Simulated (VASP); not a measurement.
# ZnSe (F-43m) in VASP: notebook, part 2 of 2

VASP 6.6.1. Earlier steps stand in the parts before.

**3. Born charges and dielectric tensor, PBE**

File INCAR:

```
SYSTEM = ZnSe
  ALGO = Fast
  EDIFF = 1E-8
  ENCUT = 520
  GGA = PE
  IBRION = 8
  ISIF = 2
  ISMEAR = 0
  LASPH = .True.
  LCHARG = .False.
  LEPSILON = .True.
  LREAL = .False.
  LWAVE = .False.
  NELM = 60
  NSW = 1
  PREC = Accurate
  SIGMA = 0.02
```

File KPOINTS:

```
k-points
0
Gamma
  14 14 14
  0 0 0
```

File POSCAR:

```
ZnSe                                    
1.0
    0.0000000000      2.8698766417      2.8698766417
    2.8698766417      0.0000000000      2.8698766417
    2.8698766417      2.8698766417      0.0000000000
  Zn              Se            
     1     1
Direct
     0.0000000000000000    0.0000000000000000    0.0000000000000000
     0.2500000000000000    0.2500000000000000    0.2500000000000000
```

Potentials or basis: VASP PAW PBE potentials, release 64 (Zn, Se).

Command:

```bash
$ cat potpaw_PBE.64/Zn/POTCAR potpaw_PBE.64/Se/POTCAR > POTCAR
$ mpirun -np 1 vasp_std > vasp.out
```

OUTCAR:

```text
SYSTEM = ZnSe
   EDIFF = 1E-8
   ENCUT = 520
   GGA = PE
   IBRION = 8
   ISIF = 2
   ISMEAR = 0
   LASPH = .True.
   LEPSILON = .True.
   LREAL = .False.
   NELM = 60
   NSW = 1
   PREC = Accurate

 ion  position               nearest neighbor table
   1  0.000  0.000  0.000-   2 2.49   2 2.49   2 2.49   2 2.49
   2  0.250  0.250  0.250-   1 2.49   1 2.49   1 2.49   1 2.49

  LATTYP: Found a face centered cubic cell.
 ALAT       =     5.7397532834

  Lattice vectors:

 A1 = (   0.0000000000,   2.8698766417,   2.8698766417)
 A2 = (   2.8698766417,   0.0000000000,   2.8698766417)
 A3 = (   2.8698766417,   2.8698766417,   0.0000000000)

Analysis of symmetry for initial positions (statically):
=====================================================================
 Subroutine PRICEL returns:
 Original cell was already a primitive cell.

 Routine SETGRP: Setting up the symmetry group for a
 face centered cubic supercell.

 Subroutine GETGRP returns: Found 24 space group operations
 (whereof 24 operations were pure point group operations)
 out of a pool of 48 trial point group operations.

The static configuration has the point symmetry T_d .

Analysis of symmetry for dynamics (positions and initial velocities):
=====================================================================
 Subroutine PRICEL returns:
 Original cell was already a primitive cell.

 Routine SETGRP: Setting up the symmetry group for a
 face centered cubic supercell.
[... 645 lines left out ...]

 PIEZOELECTRIC TENSOR (including local field effects)  for field in x, y, z        (C/m^2)
          XX          YY          ZZ          XY          YZ          ZX
  --------------------------------------------------------------------------------
  x     0.00000     0.00000     0.00000     0.00000    -0.71410     0.00000
  y     0.00000     0.00000     0.00000     0.00000    -0.00000    -0.71410
  z     0.00000     0.00000    -0.00000    -0.71410     0.00000     0.00000

 BORN EFFECTIVE CHARGES (including local field effects) (in |e|, cummulative output)
 ---------------------------------------------------------------------------------
 ion    1
    1     2.11324    -0.00000    -0.00000
    2     0.00000     2.11324     0.00000
    3     0.00000     0.00000     2.11324
 ion    2
    1    -2.11324     0.00000     0.00000
    2    -0.00000    -2.11324    -0.00000
    3     0.00000    -0.00000    -2.11324

 INTERNAL STRAIN TENSOR FOR ION    2 for displacements in x,y,z  (eV/Angst):
          X           Y           Z          XY          YZ          ZX
  --------------------------------------------------------------------------------
  x    -0.00000     0.00000     0.00000     0.00000    -4.39945     0.00000
  y     0.00000     0.00000     0.00000     0.00000     0.00000    -4.39945
  z     0.00000     0.00000    -0.00000    -4.39945     0.00000     0.00000

 SECOND DERIVATIVES (NOT SYMMETRIZED)
 ------------------------------------
               1X          1Y          1Z          2X          2Y          2Z
  1X    -5.045426    0.000000    0.000000    5.045426    0.000000    0.000000
  1Y     0.000000   -5.045426    0.000000    0.000000    5.045426    0.000000
  1Z     0.000000    0.000000   -5.045426    0.000000    0.000000    5.045426
  2X     5.008078    0.000000    0.000000   -5.008078    0.000000    0.000000
  2Y     0.000000    5.008078    0.000000    0.000000   -5.008078    0.000000
  2Z     0.000000    0.000000    5.008078    0.000000    0.000000   -5.008078

 Eigenvectors and eigenvalues of the dynamical matrix
 ----------------------------------------------------

   1 f  =    5.861654 THz    36.829858 2PiTHz  195.523732 cm-1    24.241842 meV
             X         Y         Z           dx          dy          dz
      0.000000  0.000000  0.000000     0.740840   -0.000000    0.000000
      1.434938  1.434938  1.434938    -0.671682    0.000000    0.000000
[... 21 lines left out ...]
   6 f/i=    0.010836 THz     0.068083 2PiTHz    0.361443 cm-1     0.044813 meV
             X         Y         Z           dx          dy          dz
      0.000000  0.000000  0.000000    -0.180461    0.270406   -0.587768
      1.434938  1.434938  1.434938    -0.199042    0.298248   -0.648286

--------------------------------------------------------------------------------------------------------

 MACROSCOPIC STATIC DIELECTRIC TENSOR IONIC CONTRIBUTION
 ------------------------------------------------------
           3.400585    -0.000000    -0.000000
          -0.000000     3.400585     0.000000
          -0.000000     0.000000     3.400585
 ------------------------------------------------------

 ELASTIC MODULI CONTR FROM IONIC RELAXATION (kBar)
 Direction    XX          YY          ZZ          XY          YZ          ZX
 --------------------------------------------------------------------------------
 XX          -0.0000     -0.0000      0.0000      0.0000     -0.0000      0.0000
 YY          -0.0000     -0.0000     -0.0000      0.0000      0.0000      0.0000
 ZZ           0.0000     -0.0000     -0.0000     -0.0000      0.0000      0.0000
 XY           0.0000      0.0000     -0.0000   -130.8231      0.0000      0.0000
 YZ          -0.0000      0.0000      0.0000      0.0000   -130.8231      0.0000
 ZX           0.0000      0.0000      0.0000      0.0000      0.0000   -130.8231
 --------------------------------------------------------------------------------

 PIEZOELECTRIC TENSOR IONIC CONTR  for field in x, y, z        (C/m^2)
          XX          YY          ZZ          XY          YZ          ZX
  --------------------------------------------------------------------------------
  x     0.00000    -0.00000    -0.00000    -0.00000     0.62761    -0.00000
  y    -0.00000    -0.00000    -0.00000     0.00000     0.00000     0.62761
  z    -0.00000    -0.00000     0.00000     0.62761     0.00000     0.00000
```

OSZICAR:

```text
N       E                     dE             d eps       ncg     rms          rms(c)
DAV:   1     0.865156265106E+02    0.86516E+02   -0.89834E+03  2704   0.156E+03
DAV:   2    -0.484356920200E+00   -0.87000E+02   -0.83127E+02  2879   0.274E+02
DAV:   3    -0.626466915411E+01   -0.57803E+01   -0.57522E+01  3324   0.702E+01
DAV:   4    -0.632266051493E+01   -0.57991E-01   -0.57977E-01  2934   0.753E+00
[... 12 lines left out ...]
RMM:   8    -0.827414008289E-01   -0.25087E-05    0.31406E-09 19646   0.325E-04    0.542E-05
RMM:   9    -0.827413240280E-01    0.76801E-07    0.14439E-08 19092   0.170E-04    0.959E-06
RMM:  10    -0.827412459290E-01    0.78099E-07    0.19631E-08 19828   0.476E-05    0.600E-06
RMM:  11    -0.827412710478E-01   -0.25119E-07    0.21898E-08 19020   0.359E-05    0.271E-06
RMM:  12    -0.827412779098E-01   -0.68620E-08    0.21608E-08 16658   0.289E-05    0.368E-07
 Linear response finished
```

Run time: 20 min. Hardware: 1 thread of Intel Xeon 6975P-C (Granite Rapids), shared host; peak memory 0.72 GiB.

Results:

- Band gap on the k mesh: 1.14 eV, direct
- Electronic dielectric tensor (diagonal): 7.40
- Born charges (mean of the diagonal): Zn +2.11; Se -2.11 e
- Highest phonon frequency at Γ, LO-TO splitting left out: 196 cm⁻¹

Levels at points of the mesh, in eV from the valence-band top:
| k point | band 6 | band 7 | band 8 | band 9 | band 10 | band 11 | band 12 | band 13 |
| --- | --- | --- | --- | --- | --- | --- | --- | --- |
| (0.00, 0.00, 0.00) | -6.08 | 0.00 | 0.00 | 0.00 | 1.14 | 5.81 | 5.81 | 5.81 |
| (0.50, 0.00, 0.00) | -5.93 | -4.99 | -0.81 | -0.81 | 2.48 | 6.39 | 6.39 | 8.47 |
| (0.50, 0.50, 0.00) | -5.91 | -4.59 | -2.05 | -2.05 | 3.07 | 3.46 | 10.47 | 10.99 |

Phonon frequencies in cm⁻¹ (negative: imaginary):
| q point | frequencies |
| --- | --- |
| (0.000, 0.000, 0.000) | 0 0 0 196 196 196 |

Electronic dielectric tensor:
```
7.40 0.00 0.00
0.00 7.40 0.00
0.00 0.00 7.40
```

Born effective charge tensors (e):
atom 1, Zn
```
2.11 0.00 0.00
0.00 2.11 0.00
0.00 0.00 2.11
```
atom 2, Se
```
-2.11  0.00  0.00
 0.00 -2.11  0.00
 0.00  0.00 -2.11
```

**4. Against experiment**

Step 2. A measured gap of ZnSe is 2.695 eV (an exciton energy, a little under the gap; 300 K; “Alloy Disordering Effects on the Thermal Conductivity and Energy Gap Temperature Dependence of Cd1−xZnxSe Ternary Crystals Grown by the Bridgman Method”, 2023, pmc:10253836); the calculated 1.14 eV misses it by -1.56 eV. So large a miss can be the level of theory's own, or it may mean another phase, state or a wrong row. Spin-orbit coupling on Se is left out. The value is that of PBE, without temperature or zero-point motion. Semilocal functionals fall short of measured gaps as a rule.

Step 3. A measured gap of ZnSe is 2.695 eV (an exciton energy, a little under the gap; 300 K; “Alloy Disordering Effects on the Thermal Conductivity and Energy Gap Temperature Dependence of Cd1−xZnxSe Ternary Crystals Grown by the Bridgman Method”, 2023, pmc:10253836); the calculated 1.14 eV misses it by -1.56 eV. So large a miss can be the level of theory's own, or it may mean another phase, state or a wrong row. Spin-orbit coupling on Se is left out. The value is that of PBE, without temperature or zero-point motion. Semilocal functionals fall short of measured gaps as a rule. A measured high-frequency dielectric constant of ZnSe is 5.9 (a printed reference work, textbook); the calculated 7.40 misses it by +25.5 %.
